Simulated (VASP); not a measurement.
# InP (F-43m) in VASP: further runs

Aim: see how the results for InP move with the level of theory and the settings. Levels: r2SCAN, PBEsol. Tasks: single point.

All numbers are computed with VASP 6.6.1; they aren't measurements. Logs are shortened: lines on timing, memory, paths and dates and some standing lists are left out, and cuts for length are marked.

**Measured values to compare with.**

From a printed reference work, data compilation, for a bulk crystal of InP at 1.6 K: band gap 1.4236 eV (direct).

How close the calculation comes is told below.

## (1) The cell of the first run

Symmetry: F-43m, No. 216, cubic system. The conventional cell has a = 5.900 Å, b = 5.900 Å, c = 5.900 Å, α = 90.00°, β = 90.00°, γ = 90.00°. Within 3.4 Å of In (site symmetry -43m) lie 4 P at 2.55 Å. P (site symmetry -43m) has 4 In at 2.55 Å within 3.4 Å.

## (2) Single point, r2SCAN

File POSCAR:

```
InP
1.0
    0.0000000000      2.9499078504      2.9499078504
    2.9499078504      0.0000000000      2.9499078504
    2.9499078504      2.9499078504      0.0000000000
In P
1 1
Direct
    0.0000000000      0.0000000000      0.0000000000
    0.7500000000      0.7500000000      0.7500000000
```

File INCAR.step1:

```
SYSTEM = InP
  ALGO = Normal
  EDIFF = 1E-4
  ENCUT = 520
  GGA = PE
  ISMEAR = -1
  LASPH = .TRUE.
  LCHARG = .FALSE.
  LREAL = .FALSE.
  LWAVE = .TRUE.
  NBANDS = 16
  NELM = 60
  PREC = Accurate
  SIGMA = 0.05
```

File INCAR.step2:

```
SYSTEM = InP
  ALGO = Normal
  EDIFF = 1E-6
  ENCUT = 520
  ISIF = 2
  ISMEAR = -1
  ISTART = 1
  LASPH = .TRUE.
  LCHARG = .FALSE.
  LMIXTAU = .TRUE.
  LREAL = .FALSE.
  LWAVE = .FALSE.
  METAGGA = R2SCAN
  NBANDS = 16
  NELM = 60
  PREC = Accurate
  SIGMA = 0.05
```

File KPOINTS:

```
k-points
0
G
  8 8 8
  0 0 0
```

Potentials or basis: VASP PAW PBE potentials, release 64 (In_d, P).

Launch:

```bash
$ cat potpaw_PBE.64/In_d/POTCAR potpaw_PBE.64/P/POTCAR > POTCAR
$ cp INCAR.step1 INCAR
$ mpirun -np 1 vasp_std > vasp.out
$ cp INCAR.step2 INCAR
$ mpirun -np 1 vasp_std > vasp.out
```

OUTCAR:

```text
SYSTEM = InP
   EDIFF = 1E-6
   ENCUT = 520
   ISIF = 2
   ISMEAR = -1
   ISTART = 1
   LASPH = .TRUE.
   LREAL = .FALSE.
   METAGGA = R2SCAN
   NELM = 60
   PREC = Accurate

 ion  position               nearest neighbor table
   1  0.000  0.000  0.000-   2 2.55   2 2.55   2 2.55   2 2.55
   2  0.750  0.750  0.750-   1 2.55   1 2.55   1 2.55   1 2.55

  LATTYP: Found a face centered cubic cell.
 ALAT       =     5.8998157008

  Lattice vectors:

 A1 = (   0.0000000000,   2.9499078504,   2.9499078504)
 A2 = (   2.9499078504,   0.0000000000,   2.9499078504)
 A3 = (   2.9499078504,   2.9499078504,   0.0000000000)

Analysis of symmetry for initial positions (statically):
=====================================================================
 Subroutine PRICEL returns:
 Original cell was already a primitive cell.

 Routine SETGRP: Setting up the symmetry group for a
 face centered cubic supercell.

 Subroutine GETGRP returns: Found 24 space group operations
 (whereof 24 operations were pure point group operations)
 out of a pool of 48 trial point group operations.

The static configuration has the point symmetry T_d .

Analysis of symmetry for dynamics (positions and initial velocities):
=====================================================================
 Subroutine PRICEL returns:
 Original cell was already a primitive cell.

 Routine SETGRP: Setting up the symmetry group for a
 face centered cubic supercell.

 Subroutine GETGRP returns: Found 24 space group operations
 (whereof 24 operations were pure point group operations)
 out of a pool of 48 trial point group operations.

The dynamic configuration has the point symmetry T_d .

 Subroutine INISYM returns: Found 24 space group operations
 (whereof 24 operations are pure point group operations),
 and found     1 'primitive' translations

----------------------------------------------------------------------------------------

                                     Primitive cell

  volume of cell :      51.3399

  direct lattice vectors                    reciprocal lattice vectors
     0.000000000  2.949907850  2.949907850    -0.169496820  0.169496820  0.169496820
     2.949907850  0.000000000  2.949907850     0.169496820 -0.169496820  0.169496820
     2.949907850  2.949907850  0.000000000     0.169496820  0.169496820 -0.169496820

  length of vectors
     4.171799690  4.171799690  4.171799690     0.293577104  0.293577104  0.293577104

  position of ions in fractional coordinates (direct lattice)
     0.000000000  0.000000000  0.000000000
     0.750000000  0.750000000  0.750000000

  ion indices of the primitive-cell ions
   primitive index   ion index
                 1           1
                 2           2

----------------------------------------------------------------------------------------

 KPOINTS: k-points

Automatic generation of k-mesh.
 Grid dimensions read from file:
 generate k-points for:    8    8    8

 Generating k-lattice:

  Cartesian coordinates                     Fractional coordinates (reciprocal lattice)
    -0.021187103  0.021187103  0.021187103     0.125000000  0.000000000  0.000000000
     0.021187103 -0.021187103  0.021187103     0.000000000  0.125000000  0.000000000
     0.021187103  0.021187103 -0.021187103     0.000000000  0.000000000  0.125000000

  Length of vectors
     0.036697138  0.036697138  0.036697138

  Shift w.r.t. Gamma in fractional coordinates (k-lattice)
     0.000000000  0.000000000  0.000000000

 Subroutine IBZKPT returns following result:
 ===========================================

 Found     29 irreducible k-points:

 Following reciprocal coordinates:
            Coordinates               Weight
  0.000000  0.000000  0.000000      1.000000
  0.125000  0.000000  0.000000      8.000000
  0.250000  0.000000  0.000000      8.000000
  0.375000  0.000000  0.000000      8.000000
  0.500000  0.000000  0.000000      4.000000
  0.125000  0.125000  0.000000      6.000000
[... 16 lines left out ...]
  0.500000  0.250000  0.125000     48.000000
 -0.375000  0.250000  0.125000     24.000000
 [... further k-points ...]
   k-points           NKPTS =     29   k-points in BZ     NKDIM =     29   number of bands    NBANDS=     16
   number of dos      NEDOS =    301   number of ions     NIONS =      2
   total plane-waves  NPLWV =  32768
   dimension x,y,z NGX =    32 NGY =   32 NGZ =   32
   dimension x,y,z NGXF=    64 NGYF=   64 NGZF=   64
   ions per type =               1   1
   NGX,Y,Z   is equivalent  to a cutoff of  12.75, 12.75, 12.75 a.u.
   NGXF,Y,Z  is equivalent  to a cutoff of  25.50, 25.50, 25.50 a.u.
 SYSTEM =  InP
   PREC   = accura    normal or accurate (medium, high low for compatibility)
   ISTART =      1    job   : 0-new  1-cont  2-samecut
   ICHARG =      0    charge: 1-file 2-atom 10-const
   ISPIN  =      1    spin polarized calculation?
   LNONCOLLINEAR =      F non collinear calculations
   LSORBIT =      F    spin-orbit coupling
   LASPH  =      T    aspherical Exc in radial PAW
   ENCUT  =  520.0 eV  38.22 Ry    6.18 a.u.   7.76  7.76  7.76*2*pi/ulx,y,z
   NELM   =     60;   NELMIN=  2; NELMDL=  0     # of ELM steps
   EDIFF  = 0.1E-05   stopping-criterion for ELM
   LREAL  =      F    real-space projection
   EDIFFG = 0.1E-04   stopping-criterion for IOM
   NSW    =      0    number of steps for IOM
   IBRION =     -1    ionic relax: 0-MD 1-quasi-New 2-CG
   NFREE  =      0    steps in history (QN), initial steepest desc. (CG)
   ISIF   =      2    stress and relaxation
   ISYM   =      2    0-nonsym 1-usesym 2-fastsym
   POTIM  = 0.5000    time-step for ionic-motion
   TEBEG  =    0.0;   TEEND  =   0.0 temperature during run
   PSTRESS=    0.0 pullay stress
   NELECT =      18.0000    total number of electrons
   NUPDOWN=      -1.0000    fix difference up-down
   EMIN   =  10.00;   EMAX   =-10.00  energy-range for DOS
   EFERMI =   0.00;   METHOD = LEGACY
   ISMEAR =    -1;   SIGMA  =   0.05  broadening in eV -4-tet -1-fermi 0-gaus
   EFERMI_NEDOS =   21; number of points for ismear=-14 and -15
   IALGO  =     38    algorithm
   IMIX   =      4    mixing-type and parameters
     AMIX     =   0.40;   BMIX     =  1.00
     AMIX_MAG =   1.60;   BMIX_MAG =  1.00
  volume/ion in A,a.u.               =      25.67       173.23
  Fermi-wavevector in a.u.,A,eV,Ry     =   1.154376  2.181454 18.130899  1.332584
  Thomas-Fermi vector in A             =   2.291013
   LORBIT       =      0    0 simple, 1 ext, 2 COOP (PROOUT), +10 PAW based schemes
   METAGGA = R2SCAN    functional components
   LHFCALC =     F    Hartree Fock is set to
   AEXX    =    0.0000 exact exchange contribution
   IVDW    =     0    specifies the selected vdW correction
   LEPSILON=     F    determine dielectric tensor
   LRPA    =     F    only Hartree local field effects (RPA)
 non-spin polarized calculation
  energy-cutoff  :      520.00
  volume of cell :       51.34
 maximum number of plane-waves:      1411
   NGX = 15   NGY = 15   NGZ = 15

 number of electron      18.0000009 magnetization

 Free energy of the ion-electron system (eV)
  ---------------------------------------------------
  ext. energy  EPLUGINS =         0.00000000
  ---------------------------------------------------
  free energy    TOTEN  =       -32.29729368 eV

  energy without entropy =      -32.29729345  energy(sigma->0) =      -32.29729356

 E-fermi :   5.3541     XC(G=0):  -9.7889

 val. band max:        4.7962306359   @ k =   0.0000   0.0000   0.0000
 cond. band min:       5.8494356539   @ k =   0.0000   0.0000   0.0000
 fundamental gap:      1.0532050180
 Fermi energy:         5.3541327354

 k-point     1 :       0.0000    0.0000    0.0000
  band No.  band energies     occupation
      1      -9.8223      2.00000
      2      -9.8223      2.00000
      3      -9.8223      2.00000
      4      -9.6537      2.00000
      5      -9.6537      2.00000
      6      -7.0659      2.00000
[... 8 lines left out ...]
     15      14.6869      0.00000
     16      14.6869      0.00000

 k-point     2 :       0.1250    0.0000    0.0000
  band No.  band energies     occupation
      1      -9.8423      2.00000
      2      -9.8147      2.00000
      3      -9.8147      2.00000
      4      -9.6535      2.00000
      5      -9.6535      2.00000
      6      -6.8833      2.00000
[... 8 lines left out ...]
     15      14.0430      0.00000
     16      14.6158      0.00000

 k-point     3 :       0.2500    0.0000    0.0000
  band No.  band energies     occupation
      1      -9.8878      2.00000
      2      -9.7983      2.00000
      3      -9.7983      2.00000
      4      -9.6511      2.00000
      5      -9.6511      2.00000
      6      -6.3757      2.00000
[... 8 lines left out ...]
     15      13.8239      0.00000
     16      14.3930      0.00000

 k-point     4 :       0.3750    0.0000    0.0000
  band No.  band energies     occupation
      1      -9.9301      2.00000
      2      -9.7853      2.00000
      3      -9.7853      2.00000
      4      -9.6450      2.00000
      5      -9.6450      2.00000
      6      -5.7037      2.00000
[... 8 lines left out ...]
     15      14.8031      0.00000
     16      14.8031      0.00000

 k-point     5 :       0.5000    0.0000    0.0000
  band No.  band energies     occupation
      1      -9.9468      2.00000
      2      -9.7810      2.00000
      3      -9.7810      2.00000
      4      -9.6413      2.00000
      5      -9.6413      2.00000
      6      -5.3267      2.00000
[... 8 lines left out ...]
     15      15.9835      0.00000
     16      15.9835      0.00000

 k-point     6 :       0.1250    0.1250    0.0000
  band No.  band energies     occupation
      1      -9.8567      2.00000
      2      -9.8074      2.00000
      3      -9.8074      2.00000
      4      -9.6595      2.00000
      5      -9.6485      2.00000
      6      -6.8230      2.00000
[... 8 lines left out ...]
     15      14.8388      0.00000
     16      15.0361      0.00000

 k-point     7 :       0.2500    0.1250    0.0000
  band No.  band energies     occupation
      1      -9.8937      2.00000
      2      -9.7934      2.00000
      3      -9.7902      2.00000
      4      -9.6635      2.00000
      5      -9.6435      2.00000
      6      -6.4235      2.00000
[... 8 lines left out ...]
     15      14.7302      0.00000
     16      15.6951      0.00000

 k-point     8 :       0.3750    0.1250    0.0000
  band No.  band energies     occupation
      1      -9.9310      2.00000
      2      -9.7820      2.00000
      3      -9.7756      2.00000
      4      -9.6604      2.00000
      5      -9.6388      2.00000
      6      -5.7915      2.00000
[... 8 lines left out ...]
     15      15.3001      0.00000
     16      15.3771      0.00000

 k-point     9 :       0.5000    0.1250    0.0000
  band No.  band energies     occupation
      1      -9.9514      2.00000
      2      -9.7767      2.00000
      3      -9.7706      2.00000
      4      -9.6513      2.00000
      5      -9.6392      2.00000
      6      -5.2584      2.00000
[... 8 lines left out ...]
     15      15.9897      0.00000
     16      16.0100      0.00000
[... 172 lines left out ...]
 k-point    19 :       0.5000    0.3750    0.0000
  band No.  band energies     occupation
      1     -10.0015      2.00000
      2      -9.7302      2.00000
      3      -9.7246      2.00000
      4      -9.6939      2.00000
      5      -9.6234      2.00000
      6      -4.8058      2.00000
[... 8 lines left out ...]
     15      16.2407      0.00000
     16      17.3658      0.00000

 k-point    20 :      -0.3750    0.3750    0.0000
  band No.  band energies     occupation
      1      -9.9881      2.00000
      2      -9.7456      2.00000
      3      -9.7313      2.00000
      4      -9.6800      2.00000
      5      -9.6330      2.00000
      6      -4.6847      2.00000
[... 8 lines left out ...]
     15      15.1811      0.00000
     16      18.3210      0.00000

 k-point    21 :       0.5000    0.5000    0.0000
  band No.  band energies     occupation
      1     -10.0151      2.00000
      2      -9.7165      2.00000
      3      -9.7165      2.00000
      4      -9.7030      2.00000
      5      -9.6184      2.00000
      6      -4.6712      2.00000
[... 8 lines left out ...]
     15      16.1169      0.00000
     16      17.1618      0.00000

 k-point    22 :       0.3750    0.2500    0.1250
  band No.  band energies     occupation
      1      -9.9279      2.00000
      2      -9.7785      2.00000
      3      -9.7722      2.00000
      4      -9.6683      2.00000
      5      -9.6386      2.00000
      6      -5.9557      2.00000
[... 8 lines left out ...]
     15      15.4983      0.00000
     16      16.9766      0.00000

 k-point    23 :       0.5000    0.2500    0.1250
  band No.  band energies     occupation
      1      -9.9535      2.00000
      2      -9.7717      2.00000
      3      -9.7572      2.00000
      4      -9.6648      2.00000
      5      -9.6385      2.00000
      6      -5.3433      2.00000
[... 8 lines left out ...]
     15      16.1813      0.00000
     16      16.7475      0.00000

 k-point    24 :      -0.3750    0.2500    0.1250
  band No.  band energies     occupation
      1      -9.9629      2.00000
      2      -9.7704      2.00000
      3      -9.7518      2.00000
      4      -9.6593      2.00000
      5      -9.6410      2.00000
      6      -5.0077      2.00000
[... 8 lines left out ...]
     15      16.0319      0.00000
     16      16.6926      0.00000

 [... further k-points ...]

------------------------ aborting loop because EDIFF is reached ----------------------------------------

  FORCE on cell =-STRESS in cart. coord.  units (eV):
  Direction    XX          YY          ZZ          XY          YZ          ZX
  --------------------------------------------------------------------------------------
  -------------------------------------------------------------------------------------
  Total        0.0462252      0.0462252      0.0462252     -0.0000000      0.0000000     -0.0000000
  in kB        1.4425607      1.4425607      1.4425607     -0.0000000      0.0000000     -0.0000000
  external PRESSURE =       1.4425607 kB  Pullay stress =       0.0000000 kB

 VOLUME and BASIS-vectors are now :
 -----------------------------------------------------------------------------
  energy-cutoff  :      520.00
  volume of cell :       51.34
      direct lattice vectors                 reciprocal lattice vectors
     0.000000000  2.949907850  2.949907850    -0.169496820  0.169496820  0.169496820
     2.949907850  0.000000000  2.949907850     0.169496820 -0.169496820  0.169496820
     2.949907850  2.949907850  0.000000000     0.169496820  0.169496820 -0.169496820

 POSITION                                       TOTAL-FORCE (eV/Angst)
 -----------------------------------------------------------------------------------
      0.00000      0.00000      0.00000        -0.000000     -0.000000     -0.000000
      4.42486      4.42486      4.42486         0.000000      0.000000      0.000000
 -----------------------------------------------------------------------------------
    total drift:                                0.000002      0.000002      0.000002

  FREE ENERGIE OF THE ION-ELECTRON SYSTEM (eV)
  ---------------------------------------------------
  free  energy   TOTEN  =       -32.2972936787 eV

  energy  without entropy=      -32.2972934485  energy(sigma->0) =      -32.29729356
```

It took 98 s on 1 thread of Intel Xeon 8259CL, shared host; peak memory 0.19 GiB.

Results:

```yaml
Free_energy: -32.2973 eV
Pressure: 0.1 GPa
Band_gap_on_the_k_mesh: 1.05 eV
```

Levels at points of the mesh, in eV from the valence-band top:
```
           k point  band 5  band 6  band 7  band 8  band 9  band 10  band 11  band 12  band 13  band 14
(0.00, 0.00, 0.00)  -14.45  -11.86    0.00    0.00    0.00     1.05     4.44     4.44     4.44     9.02
(0.50, 0.00, 0.00)  -14.44  -10.12   -5.77   -0.98   -0.98     1.81     5.16     5.16     7.51     9.99
(0.50, 0.50, 0.00)  -14.41   -9.47   -5.79   -2.34   -2.34     2.04     2.55     9.75    10.18    10.18
```

Caveat: the PAW data sets were made with another functional, which shifts forces and pressure a little; spin-orbit coupling is left out, which moves the levels of the heavy elements.

(Part 1 of 2 ends here.)
